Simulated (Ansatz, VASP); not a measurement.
# Si2Mo: VASP beside Ansatz

INCAR

```
PREC = Accurate
ENCUT = 520
EDIFF = 1E-7
ISMEAR = -1
SIGMA = 0.05
LREAL = F
LASPH = T
NELM = 60
ALGO = Normal
ISIF = 2
LWAVE = F
LCHARG = F
GGA = PE
NBANDS = 43
```

The input KPOINTS:

```
Automatic mesh
0
Gamma
  5 5 3
```

POSCAR

```
Si2Mo
1.0
    4.7688904223      0.0000000000      0.0000000000
   -2.3844452112      3.9711348592      0.0000000000
    0.0000000000      0.0000000000      6.5797601000
Mo Si
3 6
Direct
    0.5000000000      0.5000000000      0.8333333333
    0.0000000000      0.5000000000      0.1666666667
    0.5000000000      0.0000000000      0.5000000000
    0.1638729800      0.3277459600      0.5000000000
    0.6722540400      0.8361270200      0.1666666667
    0.8361270200      0.1638729800      0.8333333333
    0.8361270200      0.6722540400      0.5000000000
    0.3277459600      0.1638729800      0.1666666667
    0.1638729800      0.8361270200      0.8333333333
```

File input.yaml:

```yaml
crystal:
  lattice:
    - [4.7688904223, 0.0, 0.0]
    - [-2.3844452112, 3.9711348592, 0.0]
    - [0.0, 0.0, 6.5797601]
  atoms:
    - { symbol: Mo, position: [0.5, 0.5, 0.8333333333] }
    - { symbol: Mo, position: [0.0, 0.5, 0.1666666667] }
    - { symbol: Mo, position: [0.5, 0.0, 0.5] }
    - { symbol: Si, position: [0.16387298, 0.32774596, 0.5] }
    - { symbol: Si, position: [0.67225404, 0.83612702, 0.1666666667] }
    - { symbol: Si, position: [0.83612702, 0.16387298, 0.8333333333] }
    - { symbol: Si, position: [0.83612702, 0.67225404, 0.5] }
    - { symbol: Si, position: [0.32774596, 0.16387298, 0.1666666667] }
    - { symbol: Si, position: [0.16387298, 0.83612702, 0.8333333333] }
hamiltonian:
  xc: pbe
  pseudopotentials: { kind: paw }
kpoints:
  mp_grid: { grid: [5, 5, 3] }
scf:
  occupations: { method: fermi_dirac, width: 0.05 }
output:
  forces: true
  stress: true
  eigenvalues: true
  write_density: true
  write_potential: true
  elf: true
  volumetric_format: npy
```

Change from the starting cell: strain = 0.04.

Alike in both runs: task single point; functional PBE; k mesh 5 × 5 × 3; occupations fermi-dirac, width 0.05 eV; no spin polarisation.

```csv
,VASP,Ansatz
version,VASP 6.6.1,Ansatz 0.2.0
potentials or method,"VASP PAW PBE potentials, release 64 (Mo_sv, Si)",Ansatz PAW
plane-wave cutoff (eV),520,420
valence electrons in the cell,66,66
```

|  | VASP | Ansatz | Ansatz less VASP |
| --- | --- | --- | --- |
| gap on the k mesh at the Fermi level (eV) | 0.50 | 0.51 | +0.004 |
| least direct gap on the mesh (eV) | 0.75 | 0.75 | +0.001 |
| pressure (GPa) | -3.8 | -3.9 | -0.13 |
| largest component of the traceless stress (GPa) | 7.24 | 7.24 | -0.003 |
| rms of the force components (eV/Å) | 0.023 | 0.023 | +0.0007 |

Atom by atom the forces differ by 0.002 eV/Å (rms over components).

Caveats: an odd mesh through Γ misses points on the zone boundary, where band edges often lie (VASP); odd divisions of the mesh miss points on the zone boundary, where band edges often lie, so the gap on the mesh can be too wide (Ansatz).
